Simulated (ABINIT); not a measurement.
The system is AlN.

```
Al N
1.0
     0.00000    2.18399    2.18399
     2.18399    0.00000    2.18399
     2.18399    2.18399    0.00000
Al N
1 1
Direct
  0.00000 0.00000 0.00000
  0.25000 0.25000 0.25000
```

Measurements of this composition are mostly on another form, of space group No. 186.

Base run:

```yaml
Program: ABINIT 10.8.3 (patched build)
Functional: LDA
Potentials_or_basis: PseudoDojo NC SR LDA v0.4.1 standard
Cutoff: 1143 eV
k_mesh: 8 × 8 × 8
Occupations: fermi-dirac, width 0.05 eV
Spin: no spin polarisation
```

Its results: band gap on the k mesh 3.26 eV, indirect (least direct gap 4.24 eV); pressure -4.8 GPa.

Q: The run is repeated on the same cell with these changes: cutoff from 1143 eV to 980 eV. What comes out?

A: Band gap on the k mesh 3.26 eV, indirect (least direct gap 4.24 eV); pressure -5.3 GPa.

Caveats: the cutoff is short for stress, so the pressure is rough (some runs).

A k mesh can miss the band edges.
